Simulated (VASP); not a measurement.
# Au (Fm-3m) in VASP: settings compared, part 2 of 2

VASP 6.6.1. The steps go on from the part before.

## Step 3: Band structure, BLYP

Contents of POSCAR:

```
Au
1.0
    0.0000000000      2.0350000000      2.0350000000
    2.0350000000      0.0000000000      2.0350000000
    2.0350000000      2.0350000000      0.0000000000
Au
1
Direct
    0.0000000000      0.0000000000      0.0000000000
```

Contents of INCAR.step1:

```
  AGGAC = 1.0
  AGGAX = 1.0
  ALDAC = 0.0
  ALDAX = 1.0
  ALGO = Fast
  EDIFF = 1E-6
  ENCUT = 520
  GGA = B5
  ISIF = 2
  ISMEAR = -1
  LASPH = True
  LCHARG = True
  LMAXMIX = 4
  LREAL = False
  LWAVE = False
  NELM = 80
  PREC = Accurate
  SIGMA = 0.05
```

Contents of KPOINTS.step1:

```
k-points
0
Gamma
  11 11 11
```

Contents of INCAR.step2:

```
  AGGAC = 1.0
  AGGAX = 1.0
  ALDAC = 0.0
  ALDAX = 1.0
  ALGO = Fast
  EDIFF = 1E-6
  ENCUT = 520
  GGA = B5
  ICHARG = 11
  ISIF = 2
  ISMEAR = 0
  LASPH = True
  LCHARG = False
  LMAXMIX = 4
  LREAL = False
  LWAVE = False
  NELM = 80
  PREC = Accurate
  SIGMA = 0.05
```

Contents of KPOINTS.step2:

```
path GXWKGLUWLK,UX
10
line-mode
reciprocal
 0.0000000000  0.0000000000  0.0000000000  G
 0.5000000000  0.0000000000  0.5000000000  X

 0.5000000000  0.0000000000  0.5000000000  X
 0.5000000000  0.2500000000  0.7500000000  W

 0.5000000000  0.2500000000  0.7500000000  W
 0.3750000000  0.3750000000  0.7500000000  K

 0.3750000000  0.3750000000  0.7500000000  K
 0.0000000000  0.0000000000  0.0000000000  G

 0.0000000000  0.0000000000  0.0000000000  G
 0.5000000000  0.5000000000  0.5000000000  L

 0.5000000000  0.5000000000  0.5000000000  L
 0.6250000000  0.2500000000  0.6250000000  U

 0.6250000000  0.2500000000  0.6250000000  U
 0.5000000000  0.2500000000  0.7500000000  W

 0.5000000000  0.2500000000  0.7500000000  W
 0.5000000000  0.5000000000  0.5000000000  L

 0.5000000000  0.5000000000  0.5000000000  L
 0.3750000000  0.3750000000  0.7500000000  K

 0.6250000000  0.2500000000  0.6250000000  U
 0.5000000000  0.0000000000  0.5000000000  X
```

Potentials or basis: VASP PAW PBE potentials, release 64 (Au).

On the command line:

```console
> cat potpaw_PBE.64/Au/POTCAR > POTCAR
> cp INCAR.step1 INCAR
> cp KPOINTS.step1 KPOINTS
> mpirun -np 1 vasp_std > vasp.out
> cp INCAR.step2 INCAR
> cp KPOINTS.step2 KPOINTS
> mpirun -np 1 vasp_std > vasp.out
```

OUTCAR:

```text
EDIFF = 1E-6
   ENCUT = 520
   GGA = B5
   ICHARG = 11
   ISIF = 2
   ISMEAR = 0
   LASPH = True
   LREAL = False
   NELM = 80
   PREC = Accurate

 ion  position               nearest neighbor table
   1  0.000  0.000  0.000-

  LATTYP: Found a face centered cubic cell.
 ALAT       =     4.0700000000

  Lattice vectors:

 A1 = (   0.0000000000,   2.0350000000,   2.0350000000)
 A2 = (   2.0350000000,   0.0000000000,   2.0350000000)
 A3 = (   2.0350000000,   2.0350000000,   0.0000000000)

Analysis of symmetry for initial positions (statically):
=====================================================================
 Subroutine PRICEL returns:
 Original cell was already a primitive cell.

 Routine SETGRP: Setting up the symmetry group for a
 face centered cubic supercell.

 Subroutine GETGRP returns: Found 48 space group operations
 (whereof 48 operations were pure point group operations)
 out of a pool of 48 trial point group operations.

The static configuration has the point symmetry O_h .

[... 157 lines left out ...]
 cond. band min:      12.5446554485   @ k =   0.5000   0.0833   0.5833
 fundamental gap:      0.0810492948
 Fermi energy:        12.4976954326

 k-point     1 :       0.0000    0.0000    0.0000
  band No.  band energies     occupation
      1       0.3655      2.00000
      2       5.4462      2.00000
      3       5.4462      2.00000
      4       5.4462      2.00000
      5       6.9903      2.00000
      6       6.9903      2.00000
      7      25.0263      0.00000
      8      28.9148      0.00000
      9      28.9148      0.00000
[... 265 lines left out ...]
 k-point    24 :       0.4583    0.2917    0.7500
  band No.  band energies     occupation
      1       4.1020      2.00000
      2       4.5465      2.00000
      3       5.5743      2.00000
      4       6.9684      2.00000
      5       8.4757      2.00000
      6      14.6581      0.00000
      7      15.8177      0.00000
      8      17.5998      0.00000
      9      20.5796      0.00000

 [... further k-points ...]

------------------------ aborting loop because EDIFF is reached ----------------------------------------

  FORCE on cell =-STRESS in cart. coord.  units (eV):
  Direction    XX          YY          ZZ          XY          YZ          ZX
  --------------------------------------------------------------------------------------
  -------------------------------------------------------------------------------------
  Total        4.1410690      4.1410690      4.1410690     -0.0000000     -0.0000000      0.0000000
  in kB      393.6405310    393.6405310    393.6405310     -0.0000000     -0.0000000      0.0000000
  external PRESSURE =     393.6405310 kB  Pullay stress =       0.0000000 kB

 VOLUME and BASIS-vectors are now :
 -----------------------------------------------------------------------------
  energy-cutoff  :      520.00
  volume of cell :       16.85
      direct lattice vectors                 reciprocal lattice vectors
     0.000000000  2.035000000  2.035000000    -0.245700246  0.245700246  0.245700246
     2.035000000  0.000000000  2.035000000     0.245700246 -0.245700246  0.245700246
     2.035000000  2.035000000  0.000000000     0.245700246  0.245700246 -0.245700246

 POSITION                                       TOTAL-FORCE (eV/Angst)
 -----------------------------------------------------------------------------------
      0.00000      0.00000      0.00000         0.000000      0.000000     -0.000000
 -----------------------------------------------------------------------------------
    total drift:                               -0.000000      0.000000      0.000000

  FREE ENERGIE OF THE ION-ELECTRON SYSTEM (eV)
  ---------------------------------------------------
  free  energy   TOTEN  =        -0.3629847435 eV

  energy  without entropy=       -0.3625902309  energy(sigma->0) =       -0.36278749
```

OUTCAR.step1:

```text
EDIFF = 1E-6
   ENCUT = 520
   GGA = B5
   ISIF = 2
   ISMEAR = -1
   LASPH = True
[... 505 lines left out ...]

 POSITION                                       TOTAL-FORCE (eV/Angst)
 -----------------------------------------------------------------------------------
      0.00000      0.00000      0.00000         0.000000      0.000000     -0.000000
 -----------------------------------------------------------------------------------
    total drift:                               -0.000000      0.000000     -0.000000

  FREE ENERGIE OF THE ION-ELECTRON SYSTEM (eV)
  ---------------------------------------------------
  free  energy   TOTEN  =        -2.2974273353 eV

  energy  without entropy=       -2.2966778162  energy(sigma->0) =       -2.29705258
```

OSZICAR.step1:

```text
N       E                     dE             d eps       ncg     rms          rms(c)
DAV:   1     0.445807410431E+02    0.44581E+02   -0.58216E+03  1080   0.109E+03
DAV:   2    -0.220049728054E+01   -0.46781E+02   -0.44093E+02  1043   0.206E+02
DAV:   3    -0.257824077610E+01   -0.37774E+00   -0.37665E+00  1194   0.193E+01
DAV:   4    -0.257936539137E+01   -0.11246E-02   -0.11246E-02  1199   0.114E+00
DAV:   5    -0.257937261692E+01   -0.72255E-05   -0.72258E-05  1113   0.851E-02    0.942E+00
RMM:   6    -0.231998105019E+01    0.25939E+00   -0.44233E-01  1010   0.705E+00    0.568E+00
RMM:   7    -0.229990257158E+01    0.20078E-01   -0.55306E-02  1030   0.270E+00    0.261E+00
RMM:   8    -0.229744861056E+01    0.24540E-02   -0.52149E-03  1041   0.843E-01    0.330E-01
RMM:   9    -0.229742204977E+01    0.26561E-04   -0.64148E-04  1098   0.278E-01    0.113E-01
RMM:  10    -0.229742653790E+01   -0.44881E-05   -0.99264E-05  1098   0.101E-01    0.782E-02
RMM:  11    -0.229742723288E+01   -0.69498E-06   -0.20953E-05   989   0.394E-02    0.113E-02
RMM:  12    -0.229742733533E+01   -0.10245E-06   -0.25873E-06   819   0.136E-02
   1 F= -.22974273E+01 E0= -.22970526E+01  d E =-.749519E-03
```

Wall time 13 s (1 thread of Intel Xeon Platinum 8488C (Sapphire Rapids), shared host); peak memory 0.14 GiB.

What came out:

```yaml
Band_gap_along_the_path: none (metal or under the smearing width)
```

Levels at the corners of the path, in eV from the Fermi level:
```csv
point,band 3,band 4,band 5,band 6,band 7,band 8
Γ,-4.93,-4.93,-3.38,-3.38,14.65,18.54
X,-2.19,-1.81,-1.81,1.02,5.69,9.97
X,-2.19,-1.81,-1.81,1.02,5.69,9.97
W,-5.36,-3.53,-1.81,4.59,6.33,6.33
W,-5.36,-3.53,-1.81,4.59,6.33,6.33
K,-4.01,-3.08,-2.27,3.73,4.70,7.52
K,-4.01,-3.08,-2.27,3.73,4.70,7.52
Γ,-4.93,-4.93,-3.38,-3.38,14.65,18.54
Γ,-4.93,-4.93,-3.38,-3.38,14.65,18.54
L,-4.97,-2.15,-2.15,-0.93,2.98,14.14
L,-4.97,-2.15,-2.15,-0.93,2.98,14.14
U,-4.01,-3.08,-2.27,3.73,4.70,7.52
U,-4.01,-3.08,-2.27,3.73,4.70,7.52
W,-5.36,-3.53,-1.81,4.59,6.33,6.33
W,-5.36,-3.53,-1.81,4.59,6.33,6.33
L,-4.97,-2.15,-2.15,-0.93,2.98,14.14
L,-4.97,-2.15,-2.15,-0.93,2.98,14.14
K,-4.01,-3.08,-2.27,3.73,4.70,7.52
U,-4.01,-3.08,-2.27,3.73,4.70,7.52
X,-2.19,-1.81,-1.81,1.02,5.69,9.97
```

Caveat: the log is that of the step along the path at fixed density, whose energy, stress, charges and moments have no meaning; the PAW data sets were made with another functional, which shifts forces and pressure a little; spin-orbit coupling is left out, which moves the levels of the heavy elements.

## Step 4: Band structure, PW91

Contents of INCAR:

```
PREC     = Accurate       # precision mode
ENCUT    = 520            # plane-wave cutoff, eV
EDIFF    = 1E-6           # SCF threshold, eV
ISMEAR   = -1             # smearing method
SIGMA    = 0.05           # smearing width, eV
LREAL    = F              # projectors in reciprocal space
LASPH    = T              # aspherical terms in the spheres
NELM     = 80             # most SCF steps
ALGO     = Normal         # electronic algorithm
ISIF     = 2              # what is computed and relaxed
LWAVE    = F              # write WAVECAR
LCHARG   = F              # write CHGCAR
LMAXMIX  = 4              # l up to which the mixer works
GGA      = 91             # functional
```

Contents of KPOINTS:

```
regular mesh
0
Gamma
  11 11 11
```

POSCAR is that of step 3.

Contents of KPOINTS_OPT:

```
path GXWKGLUWLK,UX
15
line-mode
reciprocal
 0.0000000000  0.0000000000  0.0000000000  G
 0.5000000000  0.0000000000  0.5000000000  X

 0.5000000000  0.0000000000  0.5000000000  X
 0.5000000000  0.2500000000  0.7500000000  W

 0.5000000000  0.2500000000  0.7500000000  W
 0.3750000000  0.3750000000  0.7500000000  K

 0.3750000000  0.3750000000  0.7500000000  K
 0.0000000000  0.0000000000  0.0000000000  G

 0.0000000000  0.0000000000  0.0000000000  G
 0.5000000000  0.5000000000  0.5000000000  L

 0.5000000000  0.5000000000  0.5000000000  L
 0.6250000000  0.2500000000  0.6250000000  U

 0.6250000000  0.2500000000  0.6250000000  U
 0.5000000000  0.2500000000  0.7500000000  W

 0.5000000000  0.2500000000  0.7500000000  W
 0.5000000000  0.5000000000  0.5000000000  L

 0.5000000000  0.5000000000  0.5000000000  L
 0.3750000000  0.3750000000  0.7500000000  K

 0.6250000000  0.2500000000  0.6250000000  U
 0.5000000000  0.0000000000  0.5000000000  X
```

On the command line:

```console
> cat potpaw_PBE.64/Au/POTCAR > POTCAR
> mpirun -np 1 vasp_std > vasp.out
```

Wall time 8.7 s (1 thread of Intel Xeon Platinum 8488C (Sapphire Rapids), shared host); peak memory 0.14 GiB.

Results (log left out):

```
Free energy             : -3.2170 eV
Pressure                : 11.9 GPa
Band gap along the path : none (metal or under the smearing width)
```

Levels at the corners of the path, in eV from the Fermi level:
```tsv
point	band 1	band 2	band 3	band 4	band 5	band 6	band 7	band 8	band 9
Γ	-10.01	-4.82	-4.82	-4.82	-3.26	-3.26	14.47	18.51	18.51
X	-7.24	-6.92	-2.08	-1.70	-1.70	0.96	5.85	9.99	9.99
X	-7.24	-6.92	-2.08	-1.70	-1.70	0.96	5.85	9.99	9.99
W	-6.11	-5.29	-5.29	-3.42	-1.70	4.76	6.32	6.32	9.50
W	-6.11	-5.29	-5.29	-3.42	-1.70	4.76	6.32	6.32	9.50
K	-6.62	-5.98	-3.94	-2.97	-2.16	3.86	4.68	7.49	12.63
K	-6.62	-5.98	-3.94	-2.97	-2.16	3.86	4.68	7.49	12.63
Γ	-10.01	-4.82	-4.82	-4.82	-3.26	-3.26	14.47	18.51	18.51
Γ	-10.01	-4.82	-4.82	-4.82	-3.26	-3.26	14.47	18.51	18.51
L	-7.48	-4.86	-4.86	-2.03	-2.03	-1.03	3.11	13.93	17.15
L	-7.48	-4.86	-4.86	-2.03	-2.03	-1.03	3.11	13.93	17.15
U	-6.62	-5.98	-3.94	-2.97	-2.16	3.86	4.68	7.49	12.63
U	-6.62	-5.98	-3.94	-2.97	-2.16	3.86	4.68	7.49	12.63
W	-6.11	-5.29	-5.29	-3.42	-1.70	4.76	6.32	6.32	9.50
W	-6.11	-5.29	-5.29	-3.42	-1.70	4.76	6.32	6.32	9.50
L	-7.48	-4.86	-4.86	-2.03	-2.03	-1.03	3.11	13.93	17.15
L	-7.48	-4.86	-4.86	-2.03	-2.03	-1.03	3.11	13.93	17.15
K	-6.62	-5.98	-3.94	-2.97	-2.16	3.86	4.68	7.49	12.63
U	-6.62	-5.98	-3.94	-2.97	-2.16	3.86	4.68	7.49	12.63
X	-7.24	-6.92	-2.08	-1.70	-1.70	0.96	5.85	9.99	9.99
```

Caveat: the PAW data sets were made with another functional, which shifts forces and pressure a little; spin-orbit coupling is left out, which moves the levels of the heavy elements.

## Step 5: The runs side by side

| level | further INCAR settings | pressure (GPa) |
| --- | --- | --- |
| revPBE | ALGO = Fast; EDIFF = 1e-06 | 13.5 |
| BLYP | ALGO = Fast; EDIFF = 1e-06 | - |
| PW91 | ALGO = Normal; EDIFF = 1e-06 | 11.9 |

Alike in all rows: task band structure; potentials or basis VASP PAW PBE potentials, release 64 (Au); no spin polarisation; cell as given; k mesh 11 × 11 × 11; cutoff (eV) 520; smearing fermi-dirac 0.05 eV.

Caveats: the PAW data sets were made with another functional, which shifts forces and pressure a little; spin-orbit coupling is left out, which moves the levels of the heavy elements.

Absolute energies hang on the potentials; compare differences alone.
